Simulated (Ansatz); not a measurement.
Crystal: KBr.

```
Br K
1.0
     0.00000    3.30000    3.30000
     3.30000    0.00000    3.30000
     3.30000    3.30000    0.00000
Br K
1 1
Cartesian
  3.3000 3.3000 3.3000
  0.0000 0.0000 0.0000
```

- Program: Ansatz 0.2.0
- Task: relaxation of cell and atoms
- Functional: PBEsol
- Dispersion: D4
- Potentials or basis: Ansatz PAW
- Cutoff: 420 eV (not typed: the program's choice for these potentials)
- k mesh: 7 × 7 × 7
- Occupations: fermi-dirac, width 0.05 eV
- Spin: no spin polarisation

At the start: volume 35.94 Å³/atom.

Question: Where does the relaxation end?

Answer: It ends after 4 steps and the volume is 34.23 Å³/atom (-4.7 %); space group Fm-3m (No. 225, to 0.05 Å).

Step by step:
```tsv
step	energy change (eV)	largest force (eV/Å)	volume (Å³)
1	0.0000	0.0000	71.87
2	-0.0051	0.0000	70.39
3	-0.0073	0.0000	68.47
4	-0.0071	0.0000	68.47
```

Final structure:
```
Br K
1.0
     0.00000    3.24705    3.24705
     3.24705    0.00000    3.24705
     3.24705    3.24705    0.00000
Br K
1 1
Direct
  0.50000 0.50000 0.50000
  0.00000 0.00000 0.00000
```

Caveat: the plane-wave basis is chosen anew once the cell has moved, so the energies of steps on either side of that aren't comparable; the PAW data sets come from PBE, with cores solved anew for the run's functional, which leaves a small shift of forces and pressure.
